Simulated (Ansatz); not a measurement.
Ti:

```xyz
2
Lattice="2.9500 0.0000 0.0000 -1.4750 2.5548 0.0000 0.0000 0.0000 4.6800" Properties=species:S:1:pos:R:3 pbc="T T T"
Ti    1.4750    0.8516    3.5100
Ti    0.0000    1.7032    1.1700
```

```yaml
Program: Ansatz 0.2.0
Task: single point
Functional: PBE
Potentials_or_basis: Ansatz PAW
Cutoff: "420 eV (not typed: the program's choice for these potentials)"
k_mesh: 10 × 10 × 6
Occupations: fermi-dirac, width 0.05 eV
Spin: no spin polarisation
```

On this cell: pressure -1.5 GPa; largest force under 0.003 eV/Å; band gap on the k mesh none (metal or under the smearing width).

The same run follows on a disturbed copy (atoms moved at random, drawn with an rms of 0.05 Å):

```xyz
2
Lattice="2.9500 0.0000 0.0000 -1.4750 2.5548 0.0000 0.0000 0.0000 4.6800" Properties=species:S:1:pos:R:3 pbc="T T T"
Ti    1.5420    0.8351    3.5029
Ti    0.0045    1.7191    1.1641
```

Q: What changes?

A: The energy (extrapolated to zero smearing) moves by +2.0 meV/atom; pressure -1.5 GPa; largest force 0.107 eV/Å; band gap on the k mesh none (metal or under the smearing width).

Forces on the atoms (eV/Å):
```
Ti  -0.095  0.049  0.003
Ti   0.095 -0.049 -0.003
```

Stress tensor (GPa, compression positive):
```
-1.74  0.71  0.00
 0.71 -1.01  0.00
 0.00  0.00 -1.68
```
